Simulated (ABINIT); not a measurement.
NiO in ABINIT: convergence with smearing width

Crystal: NiO.

```
Ni O
1.0
     0.00000    2.24063    2.24063
     2.24063    0.00000    2.24063
     2.24063    2.24063    0.00000
Ni O
1 1
Direct
  0.00000 0.00000 0.00000
  0.75000 0.75000 0.75000
```

The cell was built by a generator and needn't be a form met in nature.

| Property | Result |
| --- | --- |
| Program | ABINIT 10.8.3 (patched build) |
| Task | single point |
| Functional | BLYP |
| Potentials or basis | SG15 NC PBE v1.2 |
| Cutoff | 1143 eV |
| k mesh | 7 × 7 × 7 |
| Occupations | fermi-dirac, width 0.272 eV |
| Spin | collinear spin, ferromagnetic start |
| Starting moments | [1.0, 0.0] μB |

These are the settings of the first run; the series varies smearing width, with any setting tied to it.

Hardware: 1 thread of Arm Neoverse V1, with other jobs on the host.

```tsv
smearing width	energy less the tightest run, at zero smearing (meV/atom)	pressure (GPa)	largest site moment (μB)	SCF cycles	CPU time (s)	peak memory (GiB)
0.272 eV	12.26	4.77	1.10	15	58	0.09
0.2 eV	2.85	4.92	1.31	15	59	0.09
0.136 eV	-1.12	5.08	1.42	15	59	0.09
0.1 eV	-1.42	5.14	1.45	15	58	0.09
0.05 eV	-0.34	5.13	1.47	14	55	0.09
0.025 eV	0.05	5.06	1.47	16	62	0.09
0.01 eV	0.00	4.98	1.47	19	71	0.09
```

Against the tightest run, the energy stays within 1 meV/atom from 0.05 eV on; the pressure stays within 0.1 GPa from 0.025 eV on; the largest site moment stays within 0.02 μB from 0.1 eV on. Narrower smearing needs a denser k mesh, so at a fixed mesh the narrowest width isn't the most accurate. The tightest run that finished is the yardstick and may itself not be fully converged.

Caveat, for the tightest run too: small starting moments can end in a higher magnetic state in this program; the potentials were made for another functional, which shifts forces and pressure; a cell with one magnetic atom can't hold antiferromagnetic order, which such compounds often take.
